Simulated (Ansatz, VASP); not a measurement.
**C: VASP beside Ansatz**

The input INCAR:

```
PREC = Accurate
ENCUT = 600
EDIFF = 1E-6
ISMEAR = -1
SIGMA = 0.05
LREAL = False
LASPH = True
NELM = 100
ALGO = Normal
ISIF = 3
LWAVE = False
LCHARG = False
GGA = PE
IBRION = 2
NSW = 60
EDIFFG = -0.01
```

Contents of KPOINTS:

```
Automatic mesh
0
Gamma
  12 12 4
```

POSCAR

```
C
1.0
    2.5221000000      0.0000000000      0.0000000000
   -1.2610500000      2.1842026709      0.0000000000
    0.0000000000      0.0000000000      8.2371000000
C
8
Direct
    0.6666666667      0.3333333333      0.8437500000
    0.3333333333      0.6666666667      0.3437500000
    0.6666666667      0.3333333333      0.6562500000
    0.3333333333      0.6666666667      0.1562500000
    0.0000000000      0.0000000000      0.9062500000
    0.0000000000      0.0000000000      0.4062500000
    0.0000000000      0.0000000000      0.5937500000
    0.0000000000      0.0000000000      0.0937500000
```

File input.yaml:

```yaml
crystal:
  lattice:
    - [2.5221, 0.0, 0.0]
    - [-1.26105, 2.1842026709, 0.0]
    - [0.0, 0.0, 8.2371]
  atoms:
    - { symbol: C, position: [0.6666666667, 0.3333333333, 0.84375] }
    - { symbol: C, position: [0.3333333333, 0.6666666667, 0.34375] }
    - { symbol: C, position: [0.6666666667, 0.3333333333, 0.65625] }
    - { symbol: C, position: [0.3333333333, 0.6666666667, 0.15625] }
    - { symbol: C, position: [0.0, 0.0, 0.90625] }
    - { symbol: C, position: [0.0, 0.0, 0.40625] }
    - { symbol: C, position: [0.0, 0.0, 0.59375] }
    - { symbol: C, position: [0.0, 0.0, 0.09375] }
hamiltonian:
  xc: pbe
  pseudopotentials: { kind: paw }
kpoints:
  mp_grid: { grid: [12, 12, 4] }
scf:
  occupations: { method: fermi_dirac, width: 0.05 }
output:
  forces: true
  stress: true
  write_density: true
  write_potential: true
  elf: true
  volumetric_format: npy
relax:
  f_tol: 0.01
  max_steps: 40
  cell: { stress_tol: 0.05 }
```

This is a hexagonal form of diamond, not graphite.

Alike in both runs: task relaxation of cell and atoms; functional PBE; k mesh 12 × 12 × 4; occupations fermi-dirac, width 0.05 eV; no spin polarisation.

|  | VASP | Ansatz |
| --- | --- | --- |
| version | VASP 6.6.1 | Ansatz 0.2.0 |
| potentials or method | VASP PAW PBE potentials, release 64 (C) | Ansatz PAW |
| plane-wave cutoff (eV) | 600 | 420 |
| valence electrons in the cell | 32 | 32 |

```tsv
	VASP	Ansatz	Ansatz less VASP
gap on the k mesh at the Fermi level, each at its own relaxed structure (eV)	4.53	4.54	+0.011
relaxed volume (Å³/atom)	5.70	5.70	0.000
relaxed cell length with the largest relative difference (Å)	8.304	8.305	+0.0005
energy change over the relaxation (meV/atom)	-3	-3	0.0
```

Caveats: the plane-wave basis is chosen anew once the cell has moved, so the energies of steps on either side of that aren't comparable (Ansatz); the pressure holds a Pulay correction of +1.0 GPa for the finite cutoff (Ansatz). A k mesh can miss the band edges. PBE usually gives volumes a little too large and moduli too small. Zero-point motion and thermal expansion aren't in these numbers.
